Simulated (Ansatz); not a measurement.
## What a trial cell of Zn relaxes into

These are results of DFT PBE, scalar-relativistic, plane waves, PAW in Ansatz, not measurements. Cutoff 420 eV, Γ-centred k mesh, Gaussian smearing, no spin polarisation in the final step.

The start puts Zn on the sites of a reported Ga cell (Cmcm, No. 63), at a guessed volume.

```yaml
crystal:
  lattice:
    - [1.36702, -3.83237, 0.00000]
    - [1.36702, 3.83237, 0.00000]
    - [0.00000, 0.00000, 2.98859]
  atoms:
    - { symbol: Zn, position: [0.86700, 0.13300, 0.25000] }
    - { symbol: Zn, position: [0.13300, 0.86700, 0.75000] }
```

Cell and atoms relax at zero pressure; the relaxation can't lower the symmetry of the start.

Energies count from the standard state of Zn at the same level.

Problem. Which crystal results?

Solution. It keeps Cmcm (No. 63). Conventional cell: a = 3.111 Å, b = 8.167 Å, c = 2.572 Å. Around Zn lie 8 Zn at 2.57–2.72 Å and 2 Zn at 3.11 Å.

Space group Cmcm (No. 63). a = 3.111 Å, b = 8.167 Å, c = 2.572 Å, α = 90.00°, β = 90.00°, γ = 90.00°
| atom | site | symmetry | x | y | z |
| --- | --- | --- | --- | --- | --- |
| Zn | 4c | m2m | 0.0000 | 0.1388 | 0.2500 |

Problem. What are its volume, energy, density and gap?

Solution. The volume per atom is 16.34 Å³. The density is 6.64 g/cm³. The energy over the standard structure is 0.02 eV/atom and the gap on the 22×22×18 mesh is 0 eV (a metal).

The final run used a 22×22×18 mesh on its 2-atom cell and 0.10 eV smearing. For metals, differences of a few meV/atom aren't resolved. A structure relaxed within its symmetry needn't be a true minimum.